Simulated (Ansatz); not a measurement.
# Which way does ZnS + PbSe ⇌ ZnSe + PbS run?

Plane-wave DFT in Ansatz with scalar-relativistic PAW potentials, cutoff 500 eV, Γ-centred meshes chosen by cell and gap, Gaussian smearing with energies taken to zero width. Every cell was relaxed (cell and atoms) in a run of its own, within the symmetry of its start. Functional: r2SCAN.

Total energies hold large constants for each element; a whole number of eV per atom of each element is taken off below, which cancels in a balanced reaction.

```csv
compound,lowest structure computed,structures tried,V (Å³/atom),gap on mesh (eV),"E (eV per formula unit, common shift removed)"
ZnS,F-43m,6,19.56,2.70,-1.4503
PbSe,Fm-3m,3,29.49,0.67,-1.3328
ZnSe,F-43m,2,22.72,1.87,-1.4986
PbS,R3m,3,26.69,0.71,-1.0033
```

Question: Work out the reaction energy at 0 K.

Answer: ΔE = E(ZnSe) + E(PbS) − E(ZnS) − E(PbSe) = 0.281 eV, or 27 kJ per mole of reaction (70 meV/atom). The left side is lower: Zn takes S and Pb takes Se. All four are computed as solids; where they are solids at ordinary conditions entropy changes little. A lower structure that wasn't tried would shift the value, and mixed crystals may lie lower than either side. This functional puts PbS lowest in R3m, which isn't its usual phase at room temperature.

Spin-orbit coupling is left out, which matters for the bands of heavy elements. For Tl, Pb and Bi spin-orbit coupling shifts energies too.